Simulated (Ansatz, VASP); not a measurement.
**GaN in VASP and in Ansatz**

Contents of INCAR:

```
SYSTEM = GaN
ALGO = Normal
EDIFF = 1E-6
ENCUT = 520
GGA = PS
ISIF = 2
ISMEAR = -1
LASPH = .TRUE.
LCHARG = .FALSE.
LREAL = .FALSE.
LWAVE = .FALSE.
NBANDS = 16
NELM = 100
PREC = Accurate
SIGMA = 0.02
```

The input KPOINTS:

```
k-points
0
G
  10 10 10
  0 0 0
```

POSCAR

```
GaN
1.0
    0.0398500000      2.0124250000      2.0124250000
    2.0124250000      0.0398500000      2.0124250000
    2.0124250000      2.0124250000      0.0398500000
Ga N
1 1
Direct
    0.5000000000      0.5000000000      0.5000000000
    0.0000000000      0.0000000000      0.0000000000
```

Input for Ansatz:

```yaml
crystal:
  lattice:
    - [0.03985, 2.012425, 2.012425]
    - [2.012425, 0.03985, 2.012425]
    - [2.012425, 2.012425, 0.03985]
  atoms:
    - { symbol: Ga, position: [0.5, 0.5, 0.5] }
    - { symbol: "N", position: [0.0, 0.0, 0.0] }
kpoints:
  mp_grid: { grid: [10, 10, 10] }
  band_path:
    path:
      - [0.0, 0.0, 0.0]
      - [0.5, 0.5, 0.5]
      - [0.2451701269, 0.5, 0.7548298731]
      - [-0.2451701269, 0.2451701269, 0.5]
      - [0.0, 0.0, 0.5]
      - [0.0, 0.0, 0.0]
      - [-0.3725850634, 0.0, 0.3725850634]
      - [0.0, 0.3725850634, 0.6274149366]
      - [0.0, 0.5, 0.5]
    npoints: 5
scf:
  occupations: { method: fermi_dirac, width: 0.02 }
hamiltonian:
  xc: pbesol
  pseudopotentials: { kind: all_electron, lapw: { basis_error: 0.00025 } }
output:
  forces: true
  stress: true
  eigenvalues: true
```

Change from the starting cell: equal xy, yz and zx shear strains of +2 %.

Alike in both runs: task single point; functional PBEsol; k mesh 10 × 10 × 10; occupations fermi-dirac, width 0.02 eV; no spin polarisation.

|  | VASP | Ansatz |
| --- | --- | --- |
| version | VASP 6.6.1 | Ansatz 0.2.0 |
| potentials or method | VASP PAW PBE potentials, release 64 (Ga_d, N) | all-electron LAPW, scalar-relativistic |
| plane-wave cutoff (eV) | 520 | see its input |

```csv
,VASP,Ansatz,Ansatz less VASP
gap on the k mesh at the Fermi level (eV),1.61,1.62,+0.013
pressure (GPa),59.5,59.0,-0.58
largest component of the traceless stress (GPa),5.46,5.47,+0.008
```

Ansatz ran all-electron here, so the differences hold the error of VASP's frozen core and of both bases.

Caveats: so large a pressure means that the cell lies far from this level's equilibrium, or that cutoff or potentials fall short (VASP); the potentials were made for another functional, which shifts forces and pressure (VASP). A k mesh can miss the band edges.
